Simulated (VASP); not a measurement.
# Er (Fm-3m) in VASP: a series of runs

One crystal, Er, is run at these levels: PBE; tasks: single point.

All numbers are computed with VASP 6.6.1; they aren't measurements. Logs are shortened: lines on timing, memory, paths and dates and some standing lists are left out, and cuts for length are marked.

**1. Starting point**

It takes space group Fm-3m (No. 225, cubic). The conventional cell has a = 4.960 Å, b = 4.960 Å, c = 4.960 Å, α = 90.00°, β = 90.00°, γ = 90.00°. Er (site symmetry m-3m) has 12 Er at 3.51 Å as nearest neighbours.

This isn't the form of Er at room conditions, which is hcp.

**2. Single point, PBE, collinear spin, ferromagnetic start**

File INCAR:

```
SYSTEM = Er
PREC     = Accurate       ! precision mode
ENCUT    = 550            ! plane-wave cutoff, eV
EDIFF    = 1E-6           ! SCF threshold, eV
ISMEAR   = 0              ! smearing method
SIGMA    = 0.2            ! smearing width, eV
LREAL    = .False.        ! projectors in reciprocal space
LASPH    = .True.         ! aspherical terms in the spheres
NELM     = 100            ! most SCF steps
ALGO     = Normal         ! electronic algorithm
ISIF     = 2              ! what is computed and relaxed
LWAVE    = .False.        ! write WAVECAR
LCHARG   = .False.        ! write CHGCAR
ISPIN    = 2              ! spin polarisation
MAGMOM   = 3              ! initial moments
LORBIT   = 11             ! projections on sites
LMAXMIX  = 6              ! l up to which the mixer works
GGA      = PE             ! functional
ADDGRID  = .False.
```

File KPOINTS:

```
Automatic mesh
0
Gamma
  5 5 5
  0 0 0
```

File POSCAR:

```
Er
1.0
    0.0000000000      2.4798434248      2.4798434248
    2.4798434248      0.0000000000      2.4798434248
    2.4798434248      2.4798434248      0.0000000000
Er
1
Direct
    0.0000000000      0.0000000000      0.0000000000
```

Potentials or basis: VASP PAW PBE potentials, release 64 (Er_3), 4f in core.

The run is started by

```
$ cat potpaw_PBE.64/Er_3/POTCAR > POTCAR
$ mpirun -np 1 vasp_std > vasp.out
```

OUTCAR:

```text
SYSTEM = Er
   PREC = Accurate
   ENCUT = 550
   EDIFF = 1E-6
   ISMEAR = 0
   LREAL = .False.
   LASPH = .True.
   NELM = 100
   ISIF = 2
   ISPIN = 2
   LORBIT = 11
   GGA = PE

 Found     10 irreducible k-points:

 Following reciprocal coordinates:
            Coordinates               Weight
  0.000000  0.000000  0.000000      1.000000
  0.200000  0.000000  0.000000      8.000000
  0.400000  0.000000  0.000000      8.000000
  0.200000  0.200000  0.000000      6.000000
  0.400000  0.200000  0.000000     24.000000
 -0.400000  0.200000  0.000000     24.000000
   k-points           NKPTS =     10   k-points in BZ     NKDIM =     10   number of bands    NBANDS=     10
   number of dos      NEDOS =    301   number of ions     NIONS =      1
   total plane-waves  NPLWV =  21952
   dimension x,y,z NGX =    28 NGY =   28 NGZ =   28
   dimension x,y,z NGXF=    56 NGYF=   56 NGZF=   56
   ions per type =               1
   NGX,Y,Z   is equivalent  to a cutoff of  13.27, 13.27, 13.27 a.u.
   NGXF,Y,Z  is equivalent  to a cutoff of  26.55, 26.55, 26.55 a.u.
 SYSTEM =  Er
   PREC   = accura    normal or accurate (medium, high low for compatibility)
   ISTART =      0    job   : 0-new  1-cont  2-samecut
   ICHARG =      2    charge: 1-file 2-atom 10-const
   ISPIN  =      2    spin polarized calculation?
   LNONCOLLINEAR =      F non collinear calculations
   LSORBIT =      F    spin-orbit coupling
   LASPH  =      T    aspherical Exc in radial PAW
   ENCUT  =  550.0 eV  40.42 Ry    6.36 a.u.   6.71  6.71  6.71*2*pi/ulx,y,z
   NELM   =    100;   NELMIN=  2; NELMDL= -5     # of ELM steps
   EDIFF  = 0.1E-05   stopping-criterion for ELM
   LREAL  =      F    real-space projection
   EDIFFG = 0.1E-04   stopping-criterion for IOM
   NSW    =      0    number of steps for IOM
   IBRION =     -1    ionic relax: 0-MD 1-quasi-New 2-CG
   NFREE  =      0    steps in history (QN), initial steepest desc. (CG)
   ISIF   =      2    stress and relaxation
   ISYM   =      2    0-nonsym 1-usesym 2-fastsym
   POTIM  = 0.5000    time-step for ionic-motion
   TEBEG  =    0.0;   TEEND  =   0.0 temperature during run
   PSTRESS=    0.0 pullay stress
   NELECT =       9.0000    total number of electrons
   NUPDOWN=      -1.0000    fix difference up-down
   EMIN   =  10.00;   EMAX   =-10.00  energy-range for DOS
   EFERMI =   0.00;   METHOD = LEGACY
   ISMEAR =     0;   SIGMA  =   0.20  broadening in eV -4-tet -1-fermi 0-gaus
   EFERMI_NEDOS =   21; number of points for ismear=-14 and -15
   IALGO  =     38    algorithm
   IMIX   =      4    mixing-type and parameters
     AMIX     =   0.40;   BMIX     =  1.00
     AMIX_MAG =   1.60;   BMIX_MAG =  1.00
  volume/ion in A,a.u.               =      30.50       205.83
  Fermi-wavevector in a.u.,A,eV,Ry     =   1.089904  2.059619 16.162222  1.187890
  Thomas-Fermi vector in A             =   2.226117
   LORBIT       =     11    0 simple, 1 ext, 2 COOP (PROOUT), +10 PAW based schemes
   GGA     = PE    functional components
   LHFCALC =     F    Hartree Fock is set to
   AEXX    =    0.0000 exact exchange contribution
   IVDW    =     0    specifies the selected vdW correction
   LEPSILON=     F    determine dielectric tensor
   LRPA    =     F    only Hartree local field effects (RPA)
 spin polarized calculation
 Gauss-broadening in eV      SIGMA  =   0.20
  energy-cutoff  :      550.00
  volume of cell :       30.50
 maximum number of plane-waves:       914
   NGX = 13   NGY = 13   NGZ = 13

 number of electron       9.0000000 magnetization       0.5630407

 Free energy of the ion-electron system (eV)
  ---------------------------------------------------
  ext. energy  EPLUGINS =         0.00000000
  ---------------------------------------------------
  free energy    TOTEN  =        -4.42729260 eV

  energy without entropy =       -4.39255132  energy(sigma->0) =       -4.40992196

 E-fermi :   3.1057     XC(G=0):  -9.8661

 val. band max:        2.8558466048   @ k =  -0.4000   0.2000   0.0000
 cond. band min:       3.1520774249   @ k =  -0.4000   0.4000   0.2000
 fundamental gap:      0.2962308201
 Fermi energy:         3.1056930337

 spin component 1

 k-point     1 :       0.0000    0.0000    0.0000
  band No.  band energies     occupation
      1     -21.3743      1.00000
      2     -21.3743      1.00000
      3     -21.3743      1.00000
      4      -2.7221      1.00000
      5       4.9242      0.00000
      6       4.9242      0.00000
      7       4.9242      0.00000
      8       7.3367      0.00000
      9       7.3367      0.00000
     10      12.3026      0.00000

 k-point     2 :       0.2000    0.0000    0.0000
  band No.  band energies     occupation
      1     -21.5929      1.00000
      2     -21.4024      1.00000
      3     -21.4024      1.00000
      4      -1.6847      1.00000
      5       3.9584      0.00000
      6       5.2418      0.00000
      7       5.2418      0.00000
      8       7.0864      0.00000
      9       7.0864      0.00000
     10      13.0030      0.00000

 k-point     3 :       0.4000    0.0000    0.0000
  band No.  band energies     occupation
      1     -21.9269      1.00000
      2     -21.4475      1.00000
      3     -21.4475      1.00000
      4       0.1540      1.00000
      5       3.3970      0.01972
      6       4.8470      0.00000
      7       4.8470      0.00000
      8       8.5770      0.00000
      9       8.5770      0.00000
     10      11.3182      0.00000

 k-point     4 :       0.2000    0.2000    0.0000
  band No.  band energies     occupation
      1     -21.5858      1.00000
      2     -21.4505      1.00000
      3     -21.4505      1.00000
      4      -1.3398      1.00000
      5       3.5210      0.00166
      6       5.4617      0.00000
      7       5.7807      0.00000
      8       5.7807      0.00000
      9       7.8687      0.00000
     10      15.2812      0.00000

 k-point     5 :       0.4000    0.2000    0.0000
  band No.  band energies     occupation
      1     -21.8269      1.00000
      2     -21.5279      1.00000
      3     -21.5015      1.00000
      4       0.4139      1.00000
      5       2.8357      0.97189
      6       4.0960      0.00000
      7       5.9396      0.00000
      8       7.7638      0.00000
      9       8.9422      0.00000
     10      12.4242      0.00000

 k-point     6 :      -0.4000    0.2000    0.0000
  band No.  band energies     occupation
      1     -21.9022      1.00000
      2     -21.6086      1.00000
      3     -21.4856      1.00000
      4       1.3508      1.00000
      5       2.8558      0.96136
      6       3.9008      0.00000
      7       5.5583      0.00000
      8       8.4180      0.00000
      9       9.3707      0.00000
     10      11.1007      0.00000

 [... further k-points ...]

 spin component 2

 k-point     1 :       0.0000    0.0000    0.0000
  band No.  band energies     occupation
      1     -21.2478      1.00000
      2     -21.2478      1.00000
      3     -21.2478      1.00000
      4      -2.2231      1.00000
      5       5.2601      0.00000
      6       5.2601      0.00000
      7       5.2601      0.00000
      8       7.5327      0.00000
      9       7.5327      0.00000
     10      13.0391      0.00000

 k-point     2 :       0.2000    0.0000    0.0000
  band No.  band energies     occupation
      1     -21.4596      1.00000
      2     -21.2752      1.00000
      3     -21.2752      1.00000
      4      -1.1896      1.00000
      5       4.3621      0.00000
      6       5.5635      0.00000
      7       5.5635      0.00000
      8       7.3112      0.00000
      9       7.3112      0.00000
     10      13.5111      0.00000

 k-point     3 :       0.4000    0.0000    0.0000
  band No.  band energies     occupation
      1     -21.7841      1.00000
      2     -21.3191      1.00000
      3     -21.3191      1.00000
      4       0.6395      1.00000
      5       3.8715      0.00000
      6       5.1440      0.00000
      7       5.1440      0.00000
      8       8.7975      0.00000
      9       8.7975      0.00000
     10      11.7035      0.00000

 k-point     4 :       0.2000    0.2000    0.0000
  band No.  band energies     occupation
      1     -21.4524      1.00000
      2     -21.3220      1.00000
      3     -21.3220      1.00000
      4      -0.8493      1.00000
      5       3.9291      0.00000
      6       5.7391      0.00000
      7       6.1129      0.00000
      8       6.1129      0.00000
      9       8.0525      0.00000
     10      15.7325      0.00000

 k-point     5 :       0.4000    0.2000    0.0000
  band No.  band energies     occupation
      1     -21.6867      1.00000
      2     -21.3970      1.00000
      3     -21.3717      1.00000
      4       0.8856      1.00000
      5       3.2749      0.11581
      6       4.4456      0.00000
      7       6.2373      0.00000
      8       8.0734      0.00000
      9       9.1357      0.00000
     10      12.7554      0.00000

 k-point     6 :      -0.4000    0.2000    0.0000
  band No.  band energies     occupation
      1     -21.7602      1.00000
      2     -21.4753      1.00000
      3     -21.3562      1.00000
      4       1.8293      1.00000
      5       3.2501      0.15366
      6       4.3250      0.00000
      7       5.8384      0.00000
      8       8.6616      0.00000
      9       9.6707      0.00000
     10      11.3648      0.00000

 [... further k-points ...]
[... 5 lines left out ...]
  --------------------------------------------------------------------------------------
  -------------------------------------------------------------------------------------
  Total        0.1936856      0.1936856      0.1936856     -0.0000000     -0.0000000     -0.0000000
  in kB       10.1743140     10.1743140     10.1743140     -0.0000000     -0.0000000     -0.0000000
  external PRESSURE =      10.1743140 kB  Pullay stress =       0.0000000 kB

 VOLUME and BASIS-vectors are now :
 -----------------------------------------------------------------------------
  energy-cutoff  :      550.00
  volume of cell :       30.50
      direct lattice vectors                 reciprocal lattice vectors
     0.000000000  2.479843425  2.479843425    -0.201625633  0.201625633  0.201625633
     2.479843425  0.000000000  2.479843425     0.201625633 -0.201625633  0.201625633
     2.479843425  2.479843425  0.000000000     0.201625633  0.201625633 -0.201625633

 POSITION                                       TOTAL-FORCE (eV/Angst)
 -----------------------------------------------------------------------------------
      0.00000      0.00000      0.00000        -0.000000      0.000000     -0.000000
 -----------------------------------------------------------------------------------
    total drift:                               -0.000000     -0.000000     -0.000000

  FREE ENERGIE OF THE ION-ELECTRON SYSTEM (eV)
  ---------------------------------------------------
  free  energy   TOTEN  =        -4.4272925962 eV

  energy  without entropy=       -4.3925513186  energy(sigma->0) =       -4.40992196

 total charge

# of ion       s       p       d       tot
------------------------------------------
    1        0.508   6.538   1.087   8.133

 magnetization (x)

# of ion       s       p       d       tot
------------------------------------------
    1        0.004   0.165   0.274   0.443
```

Wall time 7.9 s (1 thread of Intel Xeon 6975P-C (Granite Rapids), shared host); peak memory 0.16 GiB.

The run converged, but some of its settings lie outside the range that counts as converged, so its numbers aren't taken as properties of the crystal.

What came out:

```
Free energy                                           : -4.4273 eV
Pressure                                              : 1.0 GPa
Band gap on the k mesh                                : none (metal or under the smearing width)
Net moment                                            : 0.56 μB per cell
Site moments                                          : Er +0.44 μB
Valence electrons inside the program's atomic spheres : Er 8.13
```

Caveat: the k mesh is coarse (spacing up to 0.44 Å⁻¹), so the values aren't converged; the magnetic or orbital state may not be the lowest; spin-orbit coupling is left out, which moves the levels of the heavy elements; the 4f electrons are frozen in the core as for a trivalent ion, so they carry no moment and show no levels.

**3. Single point, PBE, collinear spin, ferromagnetic start**

INCAR is that of step 2.

KPOINTS is that of step 2.

File POSCAR:

```
Er
1.0
   -0.0089250000      2.4571370000      2.4791170000
    2.4542050000     -0.0023290000      2.4725200000
    2.4870360000      2.4833720000     -0.0351600000
Er
1
Direct
   -0.0043710000     -0.0077920000     -0.0181410000
```

Potentials or basis: VASP PAW PBE potentials, release 64 (Er_3), 4f in core.

The run is started by

```
$ cat potpaw_PBE.64/Er_3/POTCAR > POTCAR
$ mpirun -np 1 vasp_std > vasp.out
```

Run time: 21 s. Hardware: 1 thread of Intel Xeon 6975P-C (Granite Rapids), shared host; peak memory 0.19 GiB.

These settings aren't checked as converged: the numbers below hold their error.

Results:

| Quantity | Value |
| --- | --- |
| Free energy | -4.4255 eV |
| Pressure | 1.0 GPa |
| Band gap on the k mesh | none (metal or under the smearing width) |
| Net moment | 0.55 μB per cell |
| Site moments | Er +0.43 μB |
| Valence electrons inside the program's atomic spheres | Er 8.13 |

Caveat: the k mesh is coarse (spacing up to 0.44 Å⁻¹), so the values aren't converged; the magnetic or orbital state may not be the lowest; spin-orbit coupling is left out, which moves the levels of the heavy elements; the 4f electrons are frozen in the core as for a trivalent ion, so they carry no moment and show no levels.

**4. Single point, PBE, collinear spin, ferromagnetic start**

INCAR: that of step 3 with these lines changed.

```diff
@@ -2,3 +2,3 @@
 PREC     = Accurate       ! precision mode
-ENCUT    = 550            ! plane-wave cutoff, eV
+ENCUT    = 400            ! plane-wave cutoff, eV
 EDIFF    = 1E-6           ! SCF threshold, eV
```

File KPOINTS:

```
Automatic mesh
0
Gamma
  6 6 6
  0 0 0
```

File POSCAR:

```
Er
1.0
    0.0000000000      2.4798434248      2.4798434248
    2.4798434248      0.0000000000      2.4798434248
    2.4798434248      2.4798434248      0.0000000000
Er
1
Direct
    0.0000000000      0.0000000000      0.0000000000
```

Potentials or basis: VASP PAW PBE potentials, release 64 (Er_3), 4f in core.

The run is started by

```
$ cat potpaw_PBE.64/Er_3/POTCAR > POTCAR
$ mpirun -np 1 vasp_std > vasp.out
```

OUTCAR:

```text
SYSTEM = Er
   PREC = Accurate
   ENCUT = 400
   EDIFF = 1E-6
   ISMEAR = 0
   LREAL = .False.
   LASPH = .True.
   NELM = 100
   ISIF = 2
   ISPIN = 2
   LORBIT = 11
   GGA = PE

 Found     16 irreducible k-points:

 Following reciprocal coordinates:
            Coordinates               Weight
  0.000000  0.000000  0.000000      1.000000
  0.166667  0.000000  0.000000      8.000000
  0.333333  0.000000  0.000000      8.000000
  0.500000  0.000000  0.000000      4.000000
  0.166667  0.166667  0.000000      6.000000
  0.333333  0.166667  0.000000     24.000000
   k-points           NKPTS =     16   k-points in BZ     NKDIM =     16   number of bands    NBANDS=     10
   number of dos      NEDOS =    301   number of ions     NIONS =      1
   total plane-waves  NPLWV =  13824
   dimension x,y,z NGX =    24 NGY =   24 NGZ =   24
   dimension x,y,z NGXF=    48 NGYF=   48 NGZF=   48
   ions per type =               1
   NGX,Y,Z   is equivalent  to a cutoff of  11.38, 11.38, 11.38 a.u.
   NGXF,Y,Z  is equivalent  to a cutoff of  22.75, 22.75, 22.75 a.u.
 SYSTEM =  Er
   PREC   = accura    normal or accurate (medium, high low for compatibility)
   ISTART =      0    job   : 0-new  1-cont  2-samecut
   ICHARG =      2    charge: 1-file 2-atom 10-const
   ISPIN  =      2    spin polarized calculation?
   LNONCOLLINEAR =      F non collinear calculations
   LSORBIT =      F    spin-orbit coupling
[... 153 lines left out ...]
      7       5.0927      0.00000
      8       7.4385      0.00000
      9       7.4385      0.00000
     10      12.6437      0.00000
[... 53 lines left out ...]
 k-point     6 :       0.3333    0.1667    0.0000
  band No.  band energies     occupation
      1     -21.6760      1.00000
      2     -21.4085      1.00000
      3     -21.4060      1.00000
      4      -0.1000      1.00000
      5       3.3245      0.04959
      6       4.6992      0.00000
      7       5.9333      0.00000
      8       7.1383      0.00000
      9       8.5145      0.00000
     10      13.5171      0.00000

 [... further k-points ...]
[... 5 lines left out ...]
  --------------------------------------------------------------------------------------
  -------------------------------------------------------------------------------------
  Total        0.0130833      0.0130833      0.0130833     -0.0000000      0.0000000     -0.0000000
  in kB        0.6872685      0.6872685      0.6872685     -0.0000000      0.0000000     -0.0000000
  external PRESSURE =       0.6872685 kB  Pullay stress =       0.0000000 kB

 VOLUME and BASIS-vectors are now :
 -----------------------------------------------------------------------------
  energy-cutoff  :      400.00
  volume of cell :       30.50
      direct lattice vectors                 reciprocal lattice vectors
     0.000000000  2.479843425  2.479843425    -0.201625633  0.201625633  0.201625633
     2.479843425  0.000000000  2.479843425     0.201625633 -0.201625633  0.201625633
     2.479843425  2.479843425  0.000000000     0.201625633  0.201625633 -0.201625633

 POSITION                                       TOTAL-FORCE (eV/Angst)
 -----------------------------------------------------------------------------------
      0.00000      0.00000      0.00000         0.000000     -0.000000      0.000000
 -----------------------------------------------------------------------------------
    total drift:                                0.000000      0.000000     -0.000000

  FREE ENERGIE OF THE ION-ELECTRON SYSTEM (eV)
  ---------------------------------------------------
  free  energy   TOTEN  =        -4.4962471293 eV

  energy  without entropy=       -4.4671058511  energy(sigma->0) =       -4.48167649

 total charge

# of ion       s       p       d       tot
------------------------------------------
    1        0.517   6.503   1.101   8.121

 magnetization (x)

# of ion       s       p       d       tot
------------------------------------------
    1       -0.000  -0.000  -0.000  -0.000
```

Run time: 6.7 s. Hardware: 1 thread of Intel Xeon 6975P-C (Granite Rapids), shared host; peak memory 0.14 GiB.

The run converged, but some of its settings lie outside the range that counts as converged, so its numbers aren't taken as properties of the crystal.

Results:

```
Free energy                                           : -4.4962 eV
Pressure                                              : 0.1 GPa
Band gap on the k mesh                                : none (metal or under the smearing width)
Net moment                                            : 0.00 μB per cell
Valence electrons inside the program's atomic spheres : Er 8.12
```

Caveat: the k mesh is coarse (spacing up to 0.37 Å⁻¹), so the values aren't converged; the magnetic or orbital state may not be the lowest; spin-orbit coupling is left out, which moves the levels of the heavy elements; the 4f electrons are frozen in the core as for a trivalent ion, so they carry no moment and show no levels.

[end of part 1 of 2]
